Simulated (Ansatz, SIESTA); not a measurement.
An Ansatz (a program for electronic structure) input for a self-consistent single point of Sb2Te3 (R-3m, 5 atoms in the cell) (DFT, PBE, plane waves, default PAW files):

Ansatz 0.2 input:
```yaml
# Sb2Te3
crystal:
  lattice:
    - [2.115161, 1.221189, 10.411342]
    - [-2.115161, 1.221189, 10.411342]
    - [0.000000, -2.442378, 10.411342]
  atoms:
    - { symbol: Sb, position: [0.604200, 0.604200, 0.604200] }
    - { symbol: Sb, position: [0.395800, 0.395800, 0.395800] }
    - { symbol: Te, position: [0.782543, 0.782543, 0.782543] }
    - { symbol: Te, position: [0.217457, 0.217457, 0.217457] }
    - { symbol: Te, position: [0.000000, 0.000000, 0.000000] }
basis:
  ecutwfc: 420.0 eV
kpoints:
  mp_grid:
    grid: [4, 4, 4]
hamiltonian:
  xc: pbe
  pseudopotentials:
    kind: paw
scf:
  occupations:
    method: gaussian
    width: 0.05 eV
output:
  forces: true
  eigenvalues: true
  stress: true
```

Question: Write the same calculation as an input for SIESTA.

Answer: One input that does it (others would too):

```
# files in the folder: Sb.psml Te.psml (PseudoDojo PBE standard)
SystemName  Sb2Te3
SystemLabel Sb2Te3

NumberOfAtoms                5
NumberOfSpecies              2
%block ChemicalSpeciesLabel
  1 51 Sb
  2 52 Te
%endblock ChemicalSpeciesLabel
LatticeConstant              10.693982 Ang
%block LatticeVectors
     0.197789841    0.114194039    0.973570182
    -0.197789841    0.114194039    0.973570182
     0.000000000   -0.228388078    0.973570182
%endblock LatticeVectors
AtomicCoordinatesFormat      Bohr
%block AtomicCoordinatesAndAtomicSpecies
    -0.000000000    0.000000000   35.662152716  1
    -0.000000000    0.000000000   23.361602193  1
     0.000000000   -0.000000000   46.188626238  2
     0.000000000    0.000000000   12.835128671  2
     0.000000000    0.000000000    0.000000000  2
%endblock AtomicCoordinatesAndAtomicSpecies

XC.functional                GGA
XC.authors                   PBE
PAO.BasisSize                TZP
PAO.EnergyShift              0.01 Ry
MeshCutoff                   350 Ry
%block kgrid.MonkhorstPack
    4   0   0  0.0
    0   4   0  0.0
    0   0   4  0.0
%endblock kgrid.MonkhorstPack
OccupationFunction           MP
OccupationMPOrder            0
ElectronicTemperature        0.05 eV

MaxSCFIterations             150
SCF.Mixer.Method             Pulay
SCF.Mixer.Weight             0.1
SCF.Mixer.History            6
SCF.DM.Tolerance             1.0E-04
Diag.ParallelOverK           true
WriteForces                  true
```

Basis settings and potentials, where a program has them, do not carry over. This input uses DFT, GGA PBE, numerical atomic orbitals TZP, PseudoDojo PBE standard norm-conserving potentials (rewritten from UPF to PSML).

The starting cell comes from a database of computed structures (which also holds hypothetical and non-ambient phases and stackings), without a prior relaxation at this level. Its lattice was rescaled by a random factor within 2.5 % of one.
